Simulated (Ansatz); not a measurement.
# Molybdenum, dhcp under RPBE: structure, energy and stiffness

What does RPBE give for molybdenum in the dhcp structure? We solve it on a dense k-mesh, then scale the cell to 7 volumes from 88 to 112 % of the relaxed one and try a fit of the equation of state. Spin polarisation is left out. The k-meshes are 17×17×5 for the dense run; 15×15×4 for the volumes.

Program: Ansatz 0.2.0. Level of theory: DFT RPBE, plane waves (420 eV) with PAW, scalar-relativistic; the PAW data stem from PBE, with regenerated cores. These are calculated values, not measurements.

1 further run of the same task is left out (for a known fault of the program).

**1. The system as given**

It takes space group P6_3/mmc (No. 194, hexagonal). Conventional cell: a = 2.785 Å, b = 2.785 Å, c = 9.715 Å, α = 90.00°, β = 90.00°, γ = 120.00°. Around Mo (site symmetry -3m) lie 12 Mo at 2.79 to 2.91 Å. Mo (site symmetry -6m2) has 12 Mo at 2.79 to 2.91 Å as nearest neighbours.

Structure file:

```cif
data_structure
_symmetry_space_group_name_H-M 'P 1'
_symmetry_Int_Tables_number 1
_cell_length_a 2.7852
_cell_length_b 2.7852
_cell_length_c 9.7146
_cell_angle_alpha 90.000
_cell_angle_beta 90.000
_cell_angle_gamma 120.000
_cell_volume 65.27
loop_
_atom_site_label
_atom_site_type_symbol
_atom_site_fract_x
_atom_site_fract_y
_atom_site_fract_z
_atom_site_occupancy
Mo1 Mo 0.00000 0.00000 0.00000 1
Mo2 Mo 0.00000 0.00000 0.50000 1
Mo3 Mo 0.33333 0.66667 0.25000 1
Mo4 Mo 0.66667 0.33333 0.75000 1
```

**2. Single point on a dense mesh**

Contents of input.yaml:

```yaml
crystal:
  lattice:
    - [2.7852403611, 0.0, 0.0]
    - [-1.3926201805, 2.4120889083, 0.0]
    - [0.0, 0.0, 9.7145897813]
  atoms:
    - { symbol: Mo, position: [1.0, 1.0, 0.0] }
    - { symbol: Mo, position: [1.0, 1.0, 0.5] }
    - { symbol: Mo, position: [0.3333333333, 0.6666666667, 0.25] }
    - { symbol: Mo, position: [0.6666666667, 0.3333333333, 0.75] }
hamiltonian:
  xc: rpbe
  pseudopotentials:
    kind: paw
    azcp:
      Mo: "pseudopotentials/Mo.paw.azcp"
basis:
  ecutwfc: 420
  fft_grid_basis: typed
kpoints:
  mp_grid: { grid: [17, 17, 5], shift: [0, 0, 0] }
magnetization:
  spin_polarized: false
scf:
  occupations: { method: fermi_dirac, width: 0.1 }
```

**3. Volume × 0.88**

Edit input.yaml of step 2 so:

```diff
@@ -2,5 +2,5 @@
   lattice:
-    - [2.7852403611, 0.0, 0.0]
-    - [-1.3926201805, 2.4120889083, 0.0]
-    - [0.0, 0.0, 9.7145897813]
+    - [2.6690511946, 0.0, 0.0]
+    - [-1.3345255973, 2.3114661385, 0.0]
+    - [0.0, 0.0, 9.3093356762]
   atoms:
@@ -20,3 +20,3 @@
 kpoints:
-  mp_grid: { grid: [17, 17, 5], shift: [0, 0, 0] }
+  mp_grid: { grid: [15, 15, 4], shift: [0, 0, 0] }
 magnetization:
@@ -25 +25,4 @@
   occupations: { method: fermi_dirac, width: 0.1 }
+  lower_state_search: "off"
+output:
+  stress: true
```

**4. Volume × 0.92**

Edit input.yaml of step 3 so:

```diff
@@ -2,5 +2,5 @@
   lattice:
-    - [2.6690511946, 0.0, 0.0]
-    - [-1.3345255973, 2.3114661385, 0.0]
-    - [0.0, 0.0, 9.3093356762]
+    - [2.7088936535, 0.0, 0.0]
+    - [-1.3544468268, 2.3459707201, 0.0]
+    - [0.0, 0.0, 9.4483014726]
   atoms:
```

**5. Volume × 0.96**

Edit input.yaml of step 4 so:

```diff
@@ -2,5 +2,5 @@
   lattice:
-    - [2.7088936535, 0.0, 0.0]
-    - [-1.3544468268, 2.3459707201, 0.0]
-    - [0.0, 0.0, 9.4483014726]
+    - [2.7475973634, 0.0, 0.0]
+    - [-1.3737986817, 2.379489116, 0.0]
+    - [0.0, 0.0, 9.5832954463]
   atoms:
```

**6. Volume × 1.0**

Edit input.yaml of step 5 so:

```diff
@@ -2,5 +2,5 @@
   lattice:
-    - [2.7475973634, 0.0, 0.0]
-    - [-1.3737986817, 2.379489116, 0.0]
-    - [0.0, 0.0, 9.5832954463]
+    - [2.7852403611, 0.0, 0.0]
+    - [-1.3926201805, 2.4120889083, 0.0]
+    - [0.0, 0.0, 9.7145897813]
   atoms:
```

**7. Volume × 1.04**

Edit input.yaml of step 6 so:

```diff
@@ -2,5 +2,5 @@
   lattice:
-    - [2.7852403611, 0.0, 0.0]
-    - [-1.3926201805, 2.4120889083, 0.0]
-    - [0.0, 0.0, 9.7145897813]
+    - [2.8218924637, 0.0, 0.0]
+    - [-1.4109462319, 2.4438305603, 0.0]
+    - [0.0, 0.0, 9.8424279911]
   atoms:
```

**8. Volume × 1.08**

Edit input.yaml of step 7 so:

```diff
@@ -2,5 +2,5 @@
   lattice:
-    - [2.8218924637, 0.0, 0.0]
-    - [-1.4109462319, 2.4438305603, 0.0]
-    - [0.0, 0.0, 9.8424279911]
+    - [2.8576164139, 0.0, 0.0]
+    - [-1.4288082069, 2.4747684087, 0.0]
+    - [0.0, 0.0, 9.9670289147]
   atoms:
```

**9. Volume × 1.12**

Edit input.yaml of step 8 so:

```diff
@@ -2,5 +2,5 @@
   lattice:
-    - [2.8576164139, 0.0, 0.0]
-    - [-1.4288082069, 2.4747684087, 0.0]
-    - [0.0, 0.0, 9.9670289147]
+    - [2.8924688294, 0.0, 0.0]
+    - [-1.4462344147, 2.5049514859, 0.0]
+    - [0.0, 0.0, 10.0885900282]
   atoms:
```

(Steps that only read results are left out.)

What does the calculation give? Wanted: space group; conventional cell; volume; shortest distance; gap on the mesh; relative to bcc; V₀, B₀, B₀′.

The runs gave:

| quantity | value |
| --- | --- |
| space group (spins left aside) | P6_3/mmc (No. 194) |
| conventional cell | a = 2.785 Å, c = 9.715 Å (c/a = 3.488) |
| volume | 16.316 Å³/atom |
| shortest distance | 2.785 Å |
| gap on the mesh | none (levels filled in part) |
| relative to bcc | +423 meV/atom |
| V₀, B₀, B₀′ | 16.296 Å³/atom, 229 GPa, 4.1 |

In words: Against the reference form of molybdenum (bcc, computed apart with the same settings) it stands 423 meV/atom higher. No gap shows: it is a metal or semimetal at this level. The fitted modulus is 229 GPa; letting shape and positions relax at each volume could only lower it.
